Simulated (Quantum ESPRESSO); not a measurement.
**Moving the dispersion correction in LiCl**

The cell as given:

Symmetry: Fm-3m, No. 225, cubic system. Conventional cell: a = 5.130 Å, b = 5.130 Å, c = 5.130 Å, α = 90.00°, β = 90.00°, γ = 90.00°. Cl (site symmetry m-3m) is surrounded by 6 Li at 2.56 Å. Li (site symmetry m-3m) is surrounded by 6 Cl at 2.56 Å.

Kept alike: task relaxation of cell and atoms; functional PBE; k mesh 9 × 9 × 9; occupations fermi-dirac, width 0.05 eV; no spin polarisation. Program: Quantum ESPRESSO, PseudoDojo 0.4.1 SR PBE standard, cutoff 1007 eV. The mesh is that of the run's cell of 2 atoms. No spin-orbit coupling.

```csv
dispersion correction,volume (Å³/atom)
D2,16.524
D3(zero),16.532
D3(BJ),16.037
D3M(BJ),15.125
D4,16.493
none,17.067
rVV10,16.238
```

The relaxations keep at least the cell's symmetry (Fm-3m). Relaxations stop with a little pressure left, so the last digits of a volume or edge aren't settled.

What does the dispersion correction change here?

The volume runs from 15.125 (D3M(BJ)) to 17.067 Å³/atom (none). Against no correction: D2 -3.2 %; D3(zero) -3.1 %; D3(BJ) -6.0 %; D3M(BJ) -11.4 %; D4 -3.4 %; rVV10 -4.9 %. Dispersion terms mostly attract and so lower the volume; the schemes' coefficients and damping set how far.
